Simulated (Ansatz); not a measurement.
# TiC (P-6m2) in Ansatz: further runs

The runs below take TiC through relaxation of cell and atoms, with LDA, PBE.

All numbers are computed with Ansatz 0.2.0; they aren't measurements. Logs are shortened: lines on timing, memory, paths and dates and some standing lists are left out, and cuts for length are marked.

### 1 Starting point

Symmetry: P-6m2, No. 187, hexagonal system. The conventional cell has a = 3.042 Å, b = 3.042 Å, c = 2.698 Å, α = 90.00°, β = 90.00°, γ = 120.00°. Around Ti (site symmetry -6m2) lie 6 C at 2.21 Å. C (site symmetry -6m2) has 6 Ti at 2.21 Å as nearest neighbours.

The cell was built by a generator and needn't be a form met in nature.

### 2 Relaxation of cell and atoms, LDA

Input file input.yaml:

```yaml
crystal:
  lattice:
    - [3.04209, 0.0, 0.0]
    - [-1.52104, 2.63452, 0.0]
    - [0.0, 0.0, 2.69797]
  atoms:
    - { symbol: Ti, position: [0.0, 0.0, 0.5] }
    - { symbol: C, position: [0.33333, 0.66667, 0.0] }
hamiltonian:
  xc: lda
  pseudopotentials: { kind: paw }
kpoints:
  mp_grid: { grid: [10, 10, 10] }
scf:
  occupations: { method: fermi_dirac, width: 0.05 }
output:
  forces: true
  stress: true
  eigenvalues: true
relax:
  f_tol: 0.01
  max_steps: 40
  cell: { stress_tol: 0.05 }
```

Potentials or basis: Ansatz PAW.

Command:

```
ansatz run input.yaml --threads 2 --pin off --max-ram 5632MiB --backend cpu --events-out ev --progress --plain --runs-dir out
```

The log of the run:

```text
Warning: the atoms were moved onto the symmetric positions of the space group found under crystal.symmetry.tolerance 1.0e-5 (fractional; no operation is sought that the atoms, as they stand in a round, miss by more than twice it, and no atom is moved by as much as it), and the run uses the moved positions. Before a round's move an operation carried an atom to 1.52e-5 Å from where it should land, the largest such distance. Atom 1 (counting from 0) moved farthest, by 1.76e-5 Å; the longest move in fractions of the cell, of whichever atom, is 0.47 of the tolerance, in 1 round. To run the atoms as typed, lower crystal.symmetry.tolerance until the operations that they miss are no longer found, or set crystal.symmetry.detect: false (a key that needs symmetry detection or time reversal refuses this as the deck is read). The positions used, in the order of the run's atom list: position: [-1.8503646491007004e-17, 5.5510939473021013e-17, 0.5]; position: [0.3333333333333333, 0.6666666666666667, 0.0]; The lattice was moved too: crystal.lattice keeps the space group found at crystal.symmetry.tolerance 1.0e-5 only nearly: the operation that it misses by the most changes a squared length by the fraction 6.65e-6. The run uses the lattice that is a stretch of the typed one, with no rotation, onto the one that keeps every operation to a double's rounding (on a very oblique basis the stretch itself rounds by more); the deck's lattice vector that moved farthest moved by 5.07e-6 Å. To run the lattice as typed, set crystal.symmetry.tolerance under 2.84e-6, the least fraction by which an operation that the lattice misses changes a squared length (the same key also sets how far an atom may lie from its image, so lowering it can lose operations that the atoms keep only within it), or set crystal.symmetry.detect: false, as for the atoms. crystal.lattice made exact, in Å and degrees: [[3.042085831189679, -2.886751345946343e-6, 0.0], [-1.5210404155948394, 2.6345250536786344, 0.0], [0.0, 0.0, 2.69797]]. Pasted over the deck's crystal.lattice, beside positions in fractional coordinates, it runs the same cell (given as lengths and angles, that cell in the form's own orientation, a rigid turn of the misfit's size from the one run here, for which a checkpoint.post_process_only pass over this run's state can be refused: where this run relaxes nothing, give such a pass this deck's own crystal.lattice, as typed; behind a relaxation, as crystal.lattice, the state's own cell, identity.cell in its checkpoint.json), and a matrix so pasted ends this notice, except on a very skew basis of the lattice, where the rounding of the pasted numbers themselves can read as a misfit: the cell is then moved again, and that move is told again. The lattice as run is in this notice's lattice.as_run_ang field (Run.prep()["deck_notices"] in Python, the deck_notice line of an events file, deck_notices of ansatz run --dry-run=json, or deck_notices in record.json in the deck's checkpoint.write directory).
Warning: RAYON_NUM_THREADS=2 ignored (pool sized by the plan → 2); use --threads N
Engine: ansatz 0.2.0, x86_64-unknown-linux-gnu
Pseudopotentials: kind: paw
Pseudopotential: Ti, paw, valence charge 12, recommended cutoff 420 eV (normal), Ti.paw.azcp
Pseudopotential: C, paw, valence charge 4, recommended cutoff 420 eV (normal), C.paw.azcp
Functional definition: SPW92
  exchange = slater_x
  correlation = pw_c
Crystal: 2 atoms, lattice volume = 21.623 Å³
Basis set: ecut = 420 eV, 417 PW (Γ)
Bands: 12, of which v1, the nominal top of the filled ones, is band 8 counted from 1 (7 counted from 0)
Symmetry: 12 space group operations
Space group: P-6m2 (ITA 187), of the structure as read, at distance tolerance 2.8e-5 Å
k-points: 84 of 1000 (time reversal used)
Non-local potential: Ti, projectors of the file, l = 0: 3, l = 1: 2, l = 2: 3, l = 3: 1
Non-local potential: C, projectors of the file, l = 0: 2, l = 1: 2, l = 2: 1
PAW form: soft (Blöchl's): semilocal exchange-correlation on the pseudo side does not see the compensation charge
PAW frozen core: Ti, regenerated for the run's functional, and the local potential with it (the file was generated under x = pbe(κ = 0.804, μ = 0.2195149727645171), c = pbe(β = 0.06672455060314922))
PAW frozen core: C, regenerated for the run's functional, and the local potential with it (the file was generated under x = pbe(κ = 0.804, μ = 0.2195149727645171), c = pbe(β = 0.06672455060314922))
PAW one-centre angular grid: Ti, 590 points (default); XC on 64 Gauss nodes
PAW one-centre angular grid: C, 110 points (default); XC on 64 Gauss nodes
Initial density: superposition of atomic densities (neutral atoms: chi_scale 0, normalization atom), corrected by the library's trained network
Initial wavefunctions: pseudopotential atomic-orbital guess
Functional: x = slater, c = lda
SCF iter   1: F=—  HF=-2693.709290 eV  |F-HF|=—  |Δ(HF+E_count)|=         —  Δρ=1.17e-2  dr2=3.23e-2  ethr=1.77e-3  ⟨swp⟩=4.3  Hψ=5033  notcnv=0
preconditioner: auto → none  [metal: Δε(μ)=0.003 eV  Ē_g=7.100 eV  σ=0.050 eV  W_gap=0.01  n_scr=8 (ndim 8)  ℏωp=22.6 eV  f_vac=0.000  D(μ)=0.56/eV (n_scr^D=0)  sad-step TF]
SCF iter   2: F=—  HF=-2693.706572 eV  |F-HF|=—  |Δ(HF+E_count)|=   2.72e-3  Δρ=7.71e-3  dr2=1.50e-2  ethr=2.02e-4  ⟨swp⟩=2.0  Hψ=1853  notcnv=0
SCF iter   3: F=—  HF=-2693.704693 eV  |F-HF|=—  |Δ(HF+E_count)|=   1.88e-3  Δρ=6.45e-4  dr2=4.08e-5  ethr=9.39e-5  ⟨swp⟩=2.0  Hψ=1435  notcnv=0
SCF iter   4: F=—  HF=-2693.704681 eV  |F-HF|=—  |Δ(HF+E_count)|=   1.23e-5  Δρ=1.54e-4  dr2=2.41e-6  ethr=2.55e-7  ⟨swp⟩=2.0  Hψ=1683  notcnv=0
iter 5 did not close the SCF: its close was put off for the readings that it lacked (scf_convergence_deferred on its scf_iter line)
SCF iter   5: F=-2693.704682 eV  HF=-2693.704682 eV  |F-HF|=2.54e-8  |Δ(HF+E_count)|=   5.09e-7  Δρ=2.87e-5  dr2=8.75e-8  ethr=1.50e-8  ⟨swp⟩=2.7  Hψ=1547  notcnv=0
SCF iter   6: F=-2693.704682 eV  HF=-2693.704682 eV  |F-HF|=3.73e-11  |Δ(HF+E_count)|=   5.24e-9  Δρ=2.00e-6  dr2=5.80e-10  ethr=5.47e-10  ⟨swp⟩=2.0  Hψ=3279  notcnv=0
SCF 1 converged in 6 iterations: F = -2693.704682 eV  dr2 = 5.80e-10
relax step   1: F+E_penalty+E_count = -2693.70468167 eV  Δ(F+E_penalty+E_count) = +0.000e0 eV  max|allowed force component| = 7.401e-17 eV/Å  Δτ_max = 0.0000 Å  P = -11.456 GPa  Ω = 21.623 Å³  (6 SCF iters, dr2 threshold 1.00e-7 eV, accepted)
Crystal: 2 atoms, lattice volume = 20.587 Å³
Basis set: ecut = 420 eV, 393 PW (Γ)
Initial density: handed on by an earlier stage of this run
Initial wavefunctions: those handed on with the density
iter 1 solved again at ethr=2.53e-4 eV; its pass at ethr=3.10e-3 eV (dr2=4.05e-2 eV) is discarded
SCF iter   1: F=—  HF=-2693.754423 eV  |F-HF|=—  |Δ(HF+E_count)|=         —  Δρ=1.20e-2  dr2=3.99e-2  ethr=2.53e-4  ⟨swp⟩=1.0  Hψ=6863  notcnv=0
preconditioner: auto → none  [metal: Δε(μ)=0.085 eV  Ē_g=7.501 eV  σ=0.050 eV  W_gap=0.37  n_scr=8 (ndim 8)  ℏωp=23.1 eV  f_vac=0.000  D(μ)=0.41/eV (n_scr^D=0)]
SCF iter   2: F=—  HF=-2693.747533 eV  |F-HF|=—  |Δ(HF+E_count)|=   6.89e-3  Δρ=3.17e-3  dr2=2.84e-3  ethr=2.49e-4  ⟨swp⟩=2.0  Hψ=1481  notcnv=0
SCF iter   3: F=—  HF=-2693.747026 eV  |F-HF|=—  |Δ(HF+E_count)|=   5.08e-4  Δρ=3.79e-4  dr2=2.43e-5  ethr=1.77e-5  ⟨swp⟩=2.0  Hψ=1131  notcnv=0
SCF iter   4: F=—  HF=-2693.747029 eV  |F-HF|=—  |Δ(HF+E_count)|=   3.53e-6  Δρ=8.96e-5  dr2=5.83e-7  ethr=1.52e-7  ⟨swp⟩=2.1  Hψ=1315  notcnv=0
iter 5 did not close the SCF: its close was put off for the readings that it lacked (scf_convergence_deferred on its scf_iter line)
SCF iter   5: F=-2693.747030 eV  HF=-2693.747030 eV  |F-HF|=1.96e-9  |Δ(HF+E_count)|=   3.68e-7  Δρ=7.82e-6  dr2=8.70e-9  ethr=3.64e-9  ⟨swp⟩=2.0  Hψ=1287  notcnv=0
[... 53 lines left out ...]
iter 4 did not close the SCF: its close was put off for the readings that it lacked (scf_convergence_deferred on its scf_iter line)
SCF iter   4: F=-2693.745583 eV  HF=-2693.745583 eV  |F-HF|=4.46e-11  |Δ(HF+E_count)|=  3.36e-10  Δρ=1.04e-6  dr2=7.07e-11  ethr=2.03e-11  ⟨swp⟩=2.2  Hψ=1358  notcnv=0
iter 5 did not close the SCF: its close was put off for the readings that it lacked (scf_convergence_deferred on its scf_iter line)
SCF iter   5: F=-2693.745583 eV  HF=-2693.745583 eV  |F-HF|=0.00e0  |Δ(HF+E_count)|=  5.46e-11  Δρ=1.04e-7  dr2=1.29e-12  ethr=1.00e-12  ⟨swp⟩=1.8  Hψ=1215  notcnv=0
SCF iter   6: F=-2693.745583 eV  HF=-2693.745583 eV  |F-HF|=0.00e0  |Δ(HF+E_count)|=    0.00e0  Δρ=1.46e-8  dr2=2.27e-14  ethr=1.00e-12  ⟨swp⟩=1.0  Hψ=2352  notcnv=0
SCF 6 converged in 6 iterations: F = -2693.745583 eV  dr2 = 2.27e-14
relax step   6: F+E_penalty+E_count = -2693.74558334 eV  Δ(F+E_penalty+E_count) = -3.212e-5 eV  max|allowed force component| = 9.252e-17 eV/Å  Δτ_max = 0.0000 Å  P = -0.000 GPa  Ω = 20.518 Å³  energy of the carried Pulay correction = +2.641e-5 eV  (6 SCF iters, dr2 threshold 5.53e-8 eV, accepted)
iter 1 solved again at ethr=1.54e-9 eV; its pass at ethr=3.10e-3 eV (dr2=2.46e-7 eV) is discarded
SCF iter   1: F=—  HF=-2693.745575 eV  |F-HF|=—  |Δ(HF+E_count)|=         —  Δρ=1.14e-6  dr2=5.72e-11  ethr=1.54e-9  ⟨swp⟩=3.1  Hψ=7885  notcnv=0
preconditioner: auto → none  [metal: Δε(μ)=0.053 eV  Ē_g=7.456 eV  σ=0.050 eV  W_gap=0.25  n_scr=8 (ndim 8)  ℏωp=23.2 eV  f_vac=0.000  D(μ)=0.47/eV (n_scr^D=0)]
iter 2 did not close the SCF: its close was put off for the readings that it lacked (scf_convergence_deferred on its scf_iter line)
SCF iter   2: F=-2693.745575 eV  HF=-2693.745575 eV  |F-HF|=1.14e-11  |Δ(HF+E_count)|=  3.66e-10  Δρ=5.45e-7  dr2=7.23e-12  ethr=1.00e-12  ⟨swp⟩=2.3  Hψ=1668  notcnv=0
iter 3 did not close the SCF: its close was put off for the readings that it lacked (scf_convergence_deferred on its scf_iter line)
SCF iter   3: F=-2693.745575 eV  HF=-2693.745575 eV  |F-HF|=4.55e-13  |Δ(HF+E_count)|=  1.27e-11  Δρ=9.25e-8  dr2=1.91e-13  ethr=1.00e-12  ⟨swp⟩=1.0  Hψ=1008  notcnv=0
iter 4 did not close the SCF: its close was put off for the readings that it lacked (scf_convergence_deferred on its scf_iter line)
SCF iter   4: F=-2693.745575 eV  HF=-2693.745575 eV  |F-HF|=4.55e-13  |Δ(HF+E_count)|=  4.55e-13  Δρ=4.39e-9  dr2=2.40e-15  ethr=1.00e-12  ⟨swp⟩=1.0  Hψ=1008  notcnv=0
iter 5 did not close the SCF: its close was put off for the readings that it lacked (scf_convergence_deferred on its scf_iter line)
SCF iter   5: F=-2693.745575 eV  HF=-2693.745575 eV  |F-HF|=9.09e-13  |Δ(HF+E_count)|=  9.09e-13  Δρ=1.19e-9  dr2=1.91e-16  ethr=1.00e-12  ⟨swp⟩=1.0  Hψ=1008  notcnv=0
SCF iter   6: F=-2693.745575 eV  HF=-2693.745575 eV  |F-HF|=9.09e-13  |Δ(HF+E_count)|=    0.00e0  Δρ=1.87e-10  dr2=8.39e-18  ethr=1.00e-12  ⟨swp⟩=1.7  Hψ=2442  notcnv=0
SCF 7 converged in 6 iterations: F = -2693.745575 eV  dr2 = 8.39e-18
relax step   7: F+E_penalty+E_count = -2693.74557513 eV  Δ(F+E_penalty+E_count) = +8.206e-6 eV  max|allowed force component| = 3.701e-17 eV/Å  Δτ_max = 0.0000 Å  P = -0.001 GPa  Ω = 20.518 Å³  stress off target by 1.50e-3 GPa  SCF on the basis re-selected at this cell (its energy is not comparable with the rows above)  (6 SCF iters)
basis re-selected at this cell: Δ(F+E_penalty+E_count) = +8.206e-6 eV, ΔP = -0.001 GPa vs the last step (what re-selecting the basis moved, of the pressure what is left beyond the Pulay correction that the steps carried, after the strain that the cell walked since its last selection, with what the two solves' SCF thresholds leave and, on support functions, any second-order correction that the steps lacked; it is no measure of the basis error at this ecutwfc). This SCF's stress stands 1.50e-3 GPa from its target on what of the cell is left free (relax.cell.stress_tol is 5.00e-2 GPa) and its largest allowed force component is 3.70e-17 eV/Å (relax.f_tol is 1.00e-2 eV/Å): within both
SCF converged after 6 iterations
Free energy (F): -2693.745575 eV
Harris-Foulkes:  -2693.745575 eV  (|F-HF|=9.09e-13)
Internal energy: -2693.741774 eV  (E = F + TS)
E sigma→0 (E₀):  -2693.743674 eV
Entropy (-TS):   -0.003801 eV (-1.901 meV/atom)
Fermi energy:    14.091216 eV
--- Per-component energies (eV) ---
  E_band       = -112.159796
  E_kinetic    = 363.892133
  E_local      = -811.275756  (includes V_loc(G=0)·N_el)
  E_nonlocal   = 38.121031
  E_hartree    = 329.160157
  E_xc         = -146.237088
  E_vxc        = -183.407669  (∫ρ·V_xc dr)
  E_paw        = -1089.741150  (= ΣΔE_a)
  E_vpaw       = -177.809963  (= ΣTr[D̂ρ^β])
  E_aug_tail   = 0.000114  (compensation charges beyond the density's cutoff)
  E_ewald      = -1378.049996
  E_core_change = 0.388783  (= ΣΔE_core)
  E_smearing   = -0.003801  (= −TS)
  E_closure    = -0.000000  (closes the sum)
  Σ components = -2693.745575   (vs F -2693.745575, Δ=0.00e0)
--- Forces (eV/Å), atoms counted from 1 ---
  atom   1  Ti    -0.00000000    -0.00000000     0.00000000
  atom   2  C     -0.00000000    -0.00000000     0.00000000
  max |Σ_I F_I| component: 2.59e-16 eV/Å
--- Stress (GPa, compression-positive) ---
       -0.001501      -0.000000       0.000000
       -0.000000      -0.001501       0.000000
        0.000000       0.000000      -0.000754
  P = ⅓ Tr σ = -0.0013 GPa (-0.013 kbar)
--- Band table (eV; the first three rows and the last of 84) ---
  k-point 0: bands = ["-41.6497", "-18.0869", "-18.0869", "-17.6257", "2.0707", "12.4589", "12.4589", "13.0281", "16.5003", "17.6961", "17.6961", "20.1411"]
  k-point 1: bands = ["-41.6381", "-18.0781", "-18.0781", "-17.7158", "2.2812", "12.5702", "12.5702", "12.8277", "16.4539", "17.2333", "17.2333", "20.3144"]
  k-point 2: bands = ["-41.6076", "-18.0548", "-18.0548", "-17.9470", "2.8815", "11.9914", "12.8767", "12.8767", "16.3652", "16.3652", "16.7747", "20.3503"]
  k-point 83: bands = ["-41.4519", "-18.3810", "-18.3478", "-18.2509", "5.5960", "9.5188", "10.2889", "13.7547", "15.1807", "18.5223", "19.4305", "19.5709"]
--- Relaxed structure (5 steps of the walk, 5 accepted, 2 SCFs on fresh bases) ---
  F+E_penalty+E_count = -2693.74557513 eV   max|allowed force component| = 3.701e-17 eV/Å   (the final SCF, on the basis selected at the relaxed cell)
  cell:  # Å, volume = 20.5180 Å³
    - [2.984619519609969, -2.832219369699848e-6, 0.0]
    - [-1.492307307031061, 2.5847577407228255, 0.0]
    - [0.0, 0.0, 2.6596635224281693]
  atoms:
    - { symbol: Ti, position: [-1.8503646491007008e-17, 5.551093947302101e-17, 0.49999999999999994] }
    - { symbol: C, position: [0.33333333333333326, 0.6666666666666667, 0.0] }
```

Run time: 12 s. Hardware: 2 threads of Intel Xeon at 2.70GHz, shared host; peak memory 0.35 GiB.

Results:

| Quantity | Value |
| --- | --- |
| Free energy | -2693.7456 eV |
| Relaxed volume | 10.26 Å³/atom |
| Relaxed cell | a = 2.985 Å, b = 2.985 Å, c = 2.660 Å, α = 90.00°, β = 90.00°, γ = 120.00° |
| Space group after relaxing (to 0.05 Å) | P-6m2 (No. 187) |
| Energy gained by relaxing | 20.4 meV/atom |
| Ionic steps | 7 |
| Pressure after relaxing | 0.0 GPa |
| Band gap on the k mesh | none (metal or under the smearing width) |

The path:
```
step  energy change (eV)  largest force (eV/Å)  volume (Å³)
   1              0.0000                0.0000        21.62
   2             -0.0423                0.0000        20.59
   3             -0.0427                0.0000        20.53
   4             -0.0427                0.0000        20.53
   5             -0.0409                0.0000        20.53
   6             -0.0409                0.0000        20.52
   7             -0.0409                0.0000        20.52
```

Final structure:
```cif
data_structure
_symmetry_space_group_name_H-M 'P 1'
_symmetry_Int_Tables_number 1
_cell_length_a 2.9846
_cell_length_b 2.9846
_cell_length_c 2.6597
_cell_angle_alpha 90.000
_cell_angle_beta 90.000
_cell_angle_gamma 120.000
_cell_volume 20.52
loop_
_atom_site_label
_atom_site_type_symbol
_atom_site_fract_x
_atom_site_fract_y
_atom_site_fract_z
_atom_site_occupancy
Ti1 Ti 0.00000 0.00000 0.50000 1
C1 C 0.33333 0.66667 0.00000 1
```

Caveat: the plane-wave basis is chosen anew once the cell has moved, so the energies of steps on either side of that aren't comparable; the pressure holds a Pulay correction of +0.3 GPa for the finite cutoff; the PAW data sets come from PBE, with cores solved anew for the run's functional, which leaves a small shift of forces and pressure.

(Continued in part 2 of 2.)
